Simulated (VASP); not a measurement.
# Nb₃Sn: restarted molecular dynamics, 2 variants

Nb₃Sn, Pm-3n (no. 223), 8 atoms in the cell. PBE, molecular dynamics; PAW potentials Sn, Nb_pv (PBE set).

| Restart from | Temperature at the end (K) | The same without a restart (K) | Potential energy at the end (eV/atom) | The same without a restart (eV/atom) | Electronic steps in the first step after the restart | Time (s) |
|---|---|---|---|---|---|---|
| CONTCAR with velocities, WAVECAR read | 231.0 | 231.0 | -8.73854 | -8.73853 | 6 | 247 |
| CONTCAR with velocities, no WAVECAR | 231.0 | 231.0 | -8.73854 | -8.73853 | 21 | 236 |

Limits: 180 fs of 8 atoms are too short for converged averages; the cell is only 5.3 Å across, so each atom moves in step with near copies of itself.

## Input of the first row

INCAR.step1:
```
GGA = PE ; PREC = Normal
ENCUT = 210 ; EDIFF = 1E-6
NELMIN = 4 ; NELM = 60
ALGO = Fast ; LREAL = Auto
LASPH = T ; ISMEAR = -1
SIGMA = 0.05 ; ISYM = 0
LWAVE = T ; LCHARG = F
IBRION = 0 ; NSW = 30
POTIM = 3.0 ; TEBEG = 600
ISIF = 2 ; RANDOM_SEED = 38402 0 0
MDALGO = 2 ; SMASS = -3
KPAR = 2
```

INCAR.step2, as INCAR.step1 but for:
```
- LWAVE = T
+ LWAVE = F
```

KPOINTS:
```
k-points
0
Monkhorst-Pack
  2 2 2
```

POSCAR.step1:
```
Nb3Sn
1.0
    5.2821000000      0.0000000000      0.0000000000
    0.0000000000      5.2821000000      0.0000000000
    0.0000000000      0.0000000000      5.2821000000
Sn Nb
2 6
Direct
    0.5000000000      0.5000000000      0.5000000000
    0.0000000000      0.0000000000      0.0000000000
    0.0000000000      0.5000000000      0.2500000000
    0.0000000000      0.5000000000      0.7500000000
    0.5000000000      0.2500000000      0.0000000000
    0.7500000000      0.0000000000      0.5000000000
    0.5000000000      0.7500000000      0.0000000000
    0.2500000000      0.0000000000      0.5000000000
```

Commands (each step's output is kept before the next begins):
```
cat potpaw_PBE.64/Sn/POTCAR potpaw_PBE.64/Nb_pv/POTCAR > POTCAR
cp INCAR.step1 INCAR
cp POSCAR.step1 POSCAR
mpirun -np 2 vasp_std > vasp.out
cp CONTCAR POSCAR
cp INCAR.step2 INCAR
mpirun -np 2 vasp_std > vasp.out
```

Changes of the last row against the first:
```
(step 1)
- LWAVE = True
+ LWAVE = False
```

VASP 6.6.1 took 247 s on 2 cores (Intel Xeon 6975P-C (Granite Rapids)), a shared host.
